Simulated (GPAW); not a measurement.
CdS:

```
Cd S
1.0
     0.00000    2.75324    2.75324
     2.75324    0.00000    2.75324
     2.75324    2.75324    0.00000
Cd S
1 1
Direct
  0.00000 0.00000 0.00000
  0.50000 0.50000 0.50000
```

Measurements of this composition are mostly on another form, of space group No. 186.

Base run:

* Program: GPAW 26.7.0
* Functional: r2SCAN
* Potentials or basis: GPAW PAW data sets (gpaw-data 1.2.1)
* Cutoff: 600 eV
* Basis: pw
* k mesh: 8 × 8 × 8
* Occupations: fermi-dirac, width 0.05 eV
* Spin: no spin polarisation

Its results: band gap on the k mesh 0.73 eV, indirect (least direct gap 2.17 eV).

**Question.** The run is repeated on the same cell with these changes: functional from r2SCAN to TB-mBJ; potentials or basis from GPAW PAW data sets (gpaw-data 1.2.1) to GPAW PAW data sets for LDA (gpaw-data 1.2.1). What comes out?

**Answer.** Band gap on the k mesh 1.64 eV, indirect (least direct gap 2.91 eV).

Caveats: a model potential gives levels but no total energy (some runs).
